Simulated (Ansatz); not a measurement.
# simple cubic against fcc along group 11 and 12

All numbers below come from DFT, LDA (PW92), plane waves (420 eV) with PAW, scalar-relativistic (Ansatz 0.2.0). (PAW data from PBE, frozen cores regenerated.)

Each structure is relaxed within its symmetry, in the lowest magnetic state of the tried starts. Differences under about 8 meV lie within the error of the k-point mesh.

```csv
element,E(simple cubic) − E(fcc) (meV/atom),V(simple cubic) (Å³/atom),V(fcc) (Å³/atom),state of simple cubic,state of fcc
Cu,538,12.60,10.88,spin not included,spin not included
Ag,415,18.55,15.99,spin not included,spin not included
Au,?,?,?,?,?
Zn,263,16.05,13.56,spin not included,spin not included
Cd,168,23.21,19.96,spin not included,spin not included
Hg,-24,24.25,22.03,spin not included,spin not included
```

Q: Fill in the row of Au.

A: E(simple cubic) − E(fcc) (meV/atom): 273; V(simple cubic) (Å³/atom): 18.98; V(fcc) (Å³/atom): 16.56; state of simple cubic: spin not included; state of fcc: spin not included.
